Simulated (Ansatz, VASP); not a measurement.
## Two plane-wave programs on Pd

```
Pd
1.0
    -3.08495   -3.08495    3.08495
    -3.08495    3.08495   -3.08495
     3.08495   -3.08495   -3.08495
Pd
8
Cartesian
  -1.5425 -1.5425 -1.5425
  0.0000 0.0000 -3.0849
  0.0000 -3.0849 0.0000
  1.5425 -1.5425 -1.5425
  -3.0849 0.0000 0.0000
  -1.5425 1.5425 -1.5425
  -1.5425 -1.5425 1.5425
  0.0000 0.0000 0.0000
```

Alike in both runs: functional PBEsol; k mesh 8 × 8 × 8; occupations gaussian, width 0.1 eV; no spin polarisation.

Ansatz relaxed the structure, and its values are those at the end. VASP's run is a single point on that final structure, the one shown.

|  | VASP | Ansatz |
| --- | --- | --- |
| version | VASP 6.6.1 | Ansatz 0.2.0 |
| potentials or method | VASP PAW PBE potentials, release 64 (Pd) | scalar-relativistic, plane waves, PAW |
| plane-wave cutoff (eV) | 520 | 420 |
| valence electrons in the cell | 80 | 144 |

```tsv
	VASP	Ansatz	Ansatz less VASP
gap on the k mesh at the Fermi level (eV)	none	none	-
pressure (GPa)	-0.4	0.0	+0.42
```

A gap of «none» marks a metal or a gap that the smearing closes. The functional is the same, so the differences come from potentials, cutoffs and numerics. The two sets of potentials don't hold the same shells in valence.

Caveats: the PAW data sets were made with another functional, which shifts forces and pressure a little (VASP).
